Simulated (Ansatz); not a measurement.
# SrCl2: the cost of one run

Program: Ansatz 0.2.0. Level of theory: DFT, plane waves, PAW, no spin polarisation. These are calculated values, not measurements.

### Step 1. The system as given

The cell holds 24 atoms (Cl16Sr8): a = 9.893 Å, b = 9.893 Å, c = 9.893 Å, α = 60.00°, β = 60.00°, γ = 60.00°.

Structure file:

```xyz
24
Lattice="0.0000 6.9954 6.9954 6.9954 0.0000 6.9954 6.9954 6.9954 0.0000" Properties=species:S:1:pos:R:3 pbc="T T T"
Sr    0.0000    0.0000    0.0000
Cl    1.7489    1.7489    1.7489
Cl    5.2466    5.2466    5.2466
Sr    3.4977    3.4977    0.0000
Cl    5.2466    5.2466    1.7489
Cl    8.7443    8.7443    5.2466
Sr    3.4977    0.0000    3.4977
Cl    5.2466    1.7489    5.2466
Cl    8.7443    5.2466    8.7443
Sr    6.9954    3.4977    3.4977
Cl    8.7443    5.2466    5.2466
Cl   12.2420    8.7443    8.7443
Sr    0.0000    3.4977    3.4977
Cl    1.7489    5.2466    5.2466
Cl    5.2466    8.7443    8.7443
Sr    3.4977    6.9954    3.4977
Cl    5.2466    8.7443    5.2466
Cl    8.7443   12.2420    8.7443
Sr    3.4977    3.4977    6.9954
Cl    5.2466    5.2466    8.7443
Cl    8.7443    8.7443   12.2420
Sr    6.9954    6.9954    6.9954
Cl    8.7443    8.7443    8.7443
Cl   12.2420   12.2420   12.2420
```

### Step 2. Run 1: PBEsol

Contents of input.yaml:

```yaml
crystal:
  lattice:
    - [0.0, 6.9954361705, 6.9954361705]
    - [6.9954361705, 0.0, 6.9954361705]
    - [6.9954361705, 6.9954361705, 0.0]
  atoms:
    - { symbol: Sr, position: [0.0, 0.0, 0.0] }
    - { symbol: Cl, position: [0.125, 0.125, 0.125] }
    - { symbol: Cl, position: [0.375, 0.375, 0.375] }
    - { symbol: Sr, position: [0.0, 0.0, 0.5] }
    - { symbol: Cl, position: [0.125, 0.125, 0.625] }
    - { symbol: Cl, position: [0.375, 0.375, 0.875] }
    - { symbol: Sr, position: [0.0, 0.5, 0.0] }
    - { symbol: Cl, position: [0.125, 0.625, 0.125] }
    - { symbol: Cl, position: [0.375, 0.875, 0.375] }
    - { symbol: Sr, position: [0.0, 0.5, 0.5] }
    - { symbol: Cl, position: [0.125, 0.625, 0.625] }
    - { symbol: Cl, position: [0.375, 0.875, 0.875] }
    - { symbol: Sr, position: [0.5, 0.0, 0.0] }
    - { symbol: Cl, position: [0.625, 0.125, 0.125] }
    - { symbol: Cl, position: [0.875, 0.375, 0.375] }
    - { symbol: Sr, position: [0.5, 0.0, 0.5] }
    - { symbol: Cl, position: [0.625, 0.125, 0.625] }
    - { symbol: Cl, position: [0.875, 0.375, 0.875] }
    - { symbol: Sr, position: [0.5, 0.5, 0.0] }
    - { symbol: Cl, position: [0.625, 0.625, 0.125] }
    - { symbol: Cl, position: [0.875, 0.875, 0.375] }
    - { symbol: Sr, position: [0.5, 0.5, 0.5] }
    - { symbol: Cl, position: [0.625, 0.625, 0.625] }
    - { symbol: Cl, position: [0.875, 0.875, 0.875] }
kpoints:
  mp_grid: { grid: [2, 2, 2] }
hamiltonian:
  xc: pbesol
scf:
  occupations: { method: fermi_dirac, width: 0.19 }
md:
  ensemble: nvt_nose_hoover
  temperature: 2200
  timestep: 1.0
  n_steps: 20
  initial_velocities: maxwell_boltzmann
  seed: 7674
```

The run is started by

```
> ansatz run input.yaml --threads 4 --pin off --max-ram 3686MiB --backend cpu --events-out ev --progress --plain --runs-dir out
```

What time and memory should one allow on 4 threads of Arm Neoverse N1, shared host?

About 4.5 min, with a peak of 2.5 GiB.
